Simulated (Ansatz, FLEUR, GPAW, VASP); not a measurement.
**Ge: 4 runs at one level of theory**

```
Ge
1.0
     0.00000    2.82891    2.82891
     2.82891    0.00000    2.82891
     2.82891    2.82891    0.00000
Ge
2
Direct
  0.75000 0.75000 0.75000
  0.50000 0.50000 0.50000
```

Alike in all runs: task band structure; functional revPBE; k mesh 8 × 8 × 8; occupations fermi-dirac, width 0.05 eV; no spin polarisation; no spin-orbit coupling. Pressure is positive in compression and, in plane waves, holds the error of the finite cutoff. Gaps are the smaller of the mesh's and the band path's.

```tsv
program and potentials	plane-wave cutoff (eV)	notes	band gap (eV)	pressure (GPa)
Ansatz, all-electron LAPW, scalar-relativistic	-	-	0.12	4.91
VASP, PBE PAW files Ge_d, 520 eV	520	potentials made for PBE; 14 valence electrons an atom on average	0.12	4.73
GPAW, the program's PAW data sets (release 1.2.1) made for this functional	600	4 valence electrons an atom on average	0.17	5.20
FLEUR, all-electron, FLAPW	-	-	0.13	-
```

The band gap spans 0.12 (Ansatz, all-electron LAPW, scalar-relativistic) to 0.17 eV (GPAW, the program's PAW data sets (release 1.2.1) made for this functional), with all-electron results at 0.12 to 0.13. The pressure spans 4.73 (VASP, PBE PAW files Ge_d, 520 eV) to 5.20 GPa (GPAW, the program's PAW data sets (release 1.2.1) made for this functional), with all-electron results at 4.91.

The functional is the same throughout but for its coding, so the spread measures potentials, basis and numerics; runs on potential files found faulty are left out.

All four runs leave germanium with a small gap, far below the measured one. This is the familiar failing of semilocal functionals, which lack the derivative discontinuity and place the antibonding s-like conduction state at the zone centre too low. The positive pressures show that revPBE favours a larger cell than the one used, in keeping with its weakened binding relative to PBE.

The two all-electron gaps nearly coincide, and VASP agrees with them despite its PBE-made potentials, so that mismatch does little harm to the gap here. GPAW gives both the widest gap and the highest pressure. Its frozen 3d shell is a possible cause, since relaxed d states repel the p-like valence top upwards, but other differences between the data sets could contribute as well. Spin-orbit coupling would raise the valence top by an amount comparable to these gaps, so the runs don't establish that revPBE keeps germanium semiconducting at this volume.
